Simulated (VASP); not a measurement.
# HC16 (a cell with a defect) in VASP: notebook, part 2 of 2

VASP 6.6.1.

## 3. Relaxation of the atoms, PBE+D3(BJ)

File INCAR:

```
SYSTEM = HC16
PREC = Accurate ; ENCUT = 520
EDIFF = 1E-6 ; ISMEAR = 0
SIGMA = 0.02 ; LREAL = Auto
LASPH = .True. ; NELM = 80
ALGO = Normal ; ISIF = 2
LWAVE = .False. ; LCHARG = .False.
GGA = PE ; IVDW = 12
IBRION = 2 ; NSW = 80
EDIFFG = -0.03 ; NELECT = 64.0
```

File KPOINTS:

```
regular mesh
0
Gamma
  3 3 3
  0 0 0
```

File POSCAR:

```
HC16
1.0
    0.0000000000      3.5700000000      3.5700000000
    3.5700000000      0.0000000000      3.5700000000
    3.5700000000      3.5700000000      0.0000000000
C H
16 1
Direct
    0.0000000000      0.0000000000      0.0000000000
    0.1250000000      0.1250000000      0.1250000000
    0.0000000000      0.0000000000      0.5000000000
    0.1250000000      0.1250000000      0.6250000000
    0.0000000000      0.5000000000      0.0000000000
    0.1250000000      0.6250000000      0.1250000000
    0.0000000000      0.5000000000      0.5000000000
    0.1250000000      0.6250000000      0.6250000000
    0.5000000000      0.0000000000      0.0000000000
    0.6250000000      0.1250000000      0.1250000000
    0.5000000000      0.0000000000      0.5000000000
    0.6250000000      0.1250000000      0.6250000000
    0.5000000000      0.5000000000      0.0000000000
    0.6250000000      0.6250000000      0.1250000000
    0.5000000000      0.5000000000      0.5000000000
    0.6250000000      0.6250000000      0.6250000000
    1.0598338700      0.8168254000      0.3103477200
```

Potentials or basis: VASP PAW PBE potentials, release 64 (C, H).

Started as:

```bash
> cat potpaw_PBE.64/C/POTCAR potpaw_PBE.64/H/POTCAR > POTCAR
> mpirun -np 1 vasp_std > vasp.out
```

OUTCAR:

```text
SYSTEM = HC16
   PREC = Accurate
   ENCUT = 520
   EDIFF = 1E-6
   ISMEAR = 0
   LREAL = Auto
   LASPH = .True.
   NELM = 80
   ISIF = 2
   GGA = PE
   IVDW = 12
   IBRION = 2
   NSW = 80
   EDIFFG = -0.03
   NELECT = 64.0
 IVDW          = 12

 ion  position               nearest neighbor table
   1  0.000  0.000  0.000-  17 1.47   4 1.55   6 1.55  10 1.55   2 1.55
   2  0.125  0.125  0.125-  17 1.47   3 1.55   5 1.55   9 1.55   1 1.55
   3  0.000  0.000  0.500-  17 1.48   4 1.55   8 1.55  12 1.55   2 1.55
   4  0.125  0.125  0.625-   1 1.55   3 1.55   7 1.55  11 1.55
   5  0.000  0.500  0.000-   2 1.55   6 1.55   8 1.55  14 1.55
   6  0.125  0.625  0.125-   1 1.55   5 1.55   7 1.55  13 1.55
   7  0.000  0.500  0.500-   4 1.55   6 1.55   8 1.55  16 1.55
   8  0.125  0.625  0.625-   3 1.55   5 1.55   7 1.55  15 1.55
   9  0.500  0.000  0.000-   2 1.55  10 1.55  12 1.55  14 1.55
  10  0.625  0.125  0.125-   1 1.55   9 1.55  11 1.55  13 1.55
  11  0.500  0.000  0.500-   4 1.55  10 1.55  12 1.55  16 1.55
  12  0.625  0.125  0.625-   3 1.55   9 1.55  11 1.55  15 1.55
  13  0.500  0.500  0.000-   6 1.55  10 1.55  14 1.55  16 1.55
  14  0.625  0.625  0.125-   5 1.55   9 1.55  13 1.55  15 1.55
  15  0.500  0.500  0.500-   8 1.55  12 1.55  14 1.55  16 1.55
  16  0.625  0.625  0.625-   7 1.55  11 1.55  13 1.55  15 1.55
  17  0.060  0.817  0.310-   1 1.47   2 1.47   3 1.48

  LATTYP: Found a face centered cubic cell.
 ALAT       =     7.1400000000

  Lattice vectors:

 A1 = (   0.0000000000,   3.5700000000,   3.5700000000)
 A2 = (   3.5700000000,   0.0000000000,   3.5700000000)
 A3 = (   3.5700000000,   3.5700000000,   0.0000000000)
[... 355 lines left out ...]
  ---------------------------------------------------
  free  energy   TOTEN  =      -158.1997133193 eV

  energy  without entropy=     -158.1997133193  energy(sigma->0) =     -158.19971332

 E-fermi :   9.9749     XC(G=0): -13.2471

 val. band max:        9.8780483180   @ k =   0.0000   0.0000   0.0000
 cond. band min:      12.7867846710   @ k =   0.0000   0.0000   0.0000
 fundamental gap:      2.9087363530
 Fermi energy:         9.9749011597

 k-point     1 :       0.0000    0.0000    0.0000
  band No.  band energies     occupation
      1     -11.9654      2.00000
      2      -6.8035      2.00000
      3      -5.9936      2.00000
      4      -5.9407      2.00000
      5      -5.8801      2.00000
      6      -4.8305      2.00000
[... 605 lines left out ...]
     40      18.2236      0.00000
     41      18.4881      0.00000

[... ionic steps 4 to 44 ...]

--------------------------------------- Ionic step       45  -------------------------------------------

 number of electron      64.0000000 magnetization

------------------------ aborting loop because EDIFF is reached ----------------------------------------
[... 105 lines left out ...]
--------------------------------------- Ionic step       47  -------------------------------------------

 number of electron      64.0000001 magnetization

 Free energy of the ion-electron system (eV)
  ---------------------------------------------------
  ext. energy  EPLUGINS =         0.00000000
  ---------------------------------------------------
  free energy    TOTEN  =      -155.22731453 eV

  energy without entropy =     -155.22731453  energy(sigma->0) =     -155.22731453

 E-fermi :  10.0521     XC(G=0): -13.2428

 val. band max:        9.8912441472   @ k =   0.0000   0.0000   0.0000
 cond. band min:      12.5782913597   @ k =   0.0000   0.0000   0.0000
 fundamental gap:      2.6870472126
 Fermi energy:        10.0521216326

 k-point     1 :       0.0000    0.0000    0.0000
  band No.  band energies     occupation
      1     -11.9891      2.00000
      2      -6.9402      2.00000
      3      -6.0087      2.00000
      4      -5.9322      2.00000
      5      -5.8808      2.00000
      6      -4.7892      2.00000
[... 653 lines left out ...]
  FREE ENERGIE OF THE ION-ELECTRON SYSTEM (eV)
  ---------------------------------------------------
  free  energy   TOTEN  =      -158.4598157843 eV

  energy  without entropy=     -158.4598157843  energy(sigma->0) =     -158.45981578

 reached required accuracy - stopping structural energy minimisation
```

OSZICAR:

```text
N       E                     dE             d eps       ncg     rms          rms(c)
DAV:   1     0.192834812351E+03    0.19283E+03   -0.34599E+04  1148   0.154E+03
DAV:   2    -0.145328864046E+03   -0.33816E+03   -0.32305E+03  1484   0.282E+02
DAV:   3    -0.158935313029E+03   -0.13606E+02   -0.13492E+02  1408   0.564E+01
[... 328 lines left out ...]
  46 F= -.15845967E+03 E0= -.15845967E+03  d E =-.392008E-03
       N       E                     dE             d eps       ncg     rms          rms(c)
DAV:   1    -0.155227286059E+03   -0.10699E-03   -0.20430E-02  1150   0.817E-01    0.279E-02
DAV:   2    -0.155227317051E+03   -0.30992E-04   -0.41766E-04  1424   0.109E-01    0.184E-02
DAV:   3    -0.155227314397E+03    0.26542E-05   -0.17995E-05  1399   0.246E-02    0.685E-03
DAV:   4    -0.155227314528E+03   -0.13133E-06   -0.34297E-06  1080   0.929E-03
  47 F= -.15845982E+03 E0= -.15845982E+03  d E =-.141981E-03
```

CONTCAR:

```text
HC16
   1.00000000000000
     0.0000000000000000    3.5699999999999998    3.5699999999999998
     3.5699999999999998    0.0000000000000000    3.5699999999999998
     3.5699999999999998    3.5699999999999998    0.0000000000000000
  C               H
    16     1
Direct
     0.9878689457852128    0.9891702451735300    0.9938181732391840
     0.1359881390331191    0.1312953943988289    0.1366585227253083
     0.9997467787915275    0.9961088554340072    0.5160786709819509
     0.1306247911356126    0.1209088357060231    0.6302135439191137
     0.9935773510378315    0.4950418987833461    0.0043475202609149
     0.1245609380521275    0.6088535130261060    0.1292291290973610
[... 9 lines left out ...]
     0.6249964781904321    0.6194353969397984    0.6302731734154162
     0.0655730115644028    0.9030329990002962    0.2179610628494882

  0.00000000E+00  0.00000000E+00  0.00000000E+00
  0.00000000E+00  0.00000000E+00  0.00000000E+00
  0.00000000E+00  0.00000000E+00  0.00000000E+00
  0.00000000E+00  0.00000000E+00  0.00000000E+00
  0.00000000E+00  0.00000000E+00  0.00000000E+00
  0.00000000E+00  0.00000000E+00  0.00000000E+00
[... 9 lines left out ...]
  0.00000000E+00  0.00000000E+00  0.00000000E+00
  0.00000000E+00  0.00000000E+00  0.00000000E+00
```

Run time: 22 min. Hardware: 1 thread of Intel Xeon Platinum 8559C (Emerald Rapids), shared host; peak memory 0.29 GiB.

What came out:

* Free energy: -158.4598 eV
* Energy gained by relaxing: 27.0 meV/atom
* Ionic steps: 47
* Largest force after relaxing: 0.026 eV/Å
* Band gap on the k mesh: 2.69 eV, direct
* Dispersion energy per atom: -0.190 eV

Forces in eV/Å, atoms in the order of the input:
```
C   -0.006  0.008 -0.014
C    0.008  0.017  0.014
C   -0.007 -0.010  0.011
C   -0.007 -0.001  0.000
C    0.012  0.003  0.005
C    0.013 -0.008  0.010
C    0.003 -0.008 -0.007
C   -0.001 -0.004 -0.004
C    0.007  0.012 -0.011
C   -0.009  0.021 -0.011
C    0.013  0.001 -0.002
C   -0.009 -0.001  0.001
C    0.000 -0.004  0.003
C   -0.023  0.003  0.006
C   -0.002 -0.015  0.001
C   -0.004 -0.006 -0.016
H    0.011 -0.009  0.014
```

The path:
```tsv
step	energy change (eV)	largest force (eV/Å)	pressure (GPa)
1	0.0000	1.9090	-19.22
3	-0.1997	0.2248	-19.80
5	-0.2063	0.2402	-19.84
7	-0.2108	0.1323	-19.87
9	-0.2115	0.1572	-19.91
11	-0.2203	0.3417	-19.87
13	-0.2961	0.6548	-19.20
15	-0.3041	0.7663	-18.99
17	-0.3075	0.9708	-18.75
19	-0.3079	0.9843	-18.73
21	-0.3090	1.0508	-18.64
23	-0.3105	1.1427	-18.51
25	-0.3191	1.1081	-18.48
27	-0.3487	0.9897	-18.31
29	-0.3871	0.7920	-17.22
31	-0.3990	0.6617	-17.44
33	-0.4143	1.1005	-16.87
35	-0.4338	0.4549	-17.02
37	-0.4505	0.2953	-16.70
39	-0.4566	0.1595	-16.48
41	-0.4583	0.0870	-16.35
43	-0.4593	0.0782	-16.23
45	-0.4596	0.0391	-16.17
47	-0.4598	0.0255	-16.08
```

Final structure:
```
C H
1.0
     0.00000    3.57000    3.57000
     3.57000    0.00000    3.57000
     3.57000    3.57000    0.00000
C H
16 1
Cartesian
  7.0793 7.0746 7.0580
  0.9566 0.9733 0.9542
  5.3985 5.4115 7.1252
  2.6815 2.7162 0.8980
  1.7828 3.5626 5.3144
  2.6350 0.9060 2.6183
  3.5723 5.3756 5.3262
  4.4624 2.7055 2.6565
  3.5678 1.8084 5.3463
  0.8985 2.6855 2.6532
  5.3519 3.6053 5.3452
  2.6856 4.4834 2.6683
  1.7800 1.7932 3.5483
  2.6842 2.6864 4.4262
  3.5743 3.5904 3.5508
  4.4615 4.4813 4.4426
  4.0019 1.0122 3.4579
```

Caveat: the k mesh is coarse (spacing up to 0.51 Å⁻¹), so the values aren't converged; the cell carries a net charge on a neutralising background, which shifts energy and pressure; the cell is charged against a uniform background, so pressure and absolute levels hang on convention.
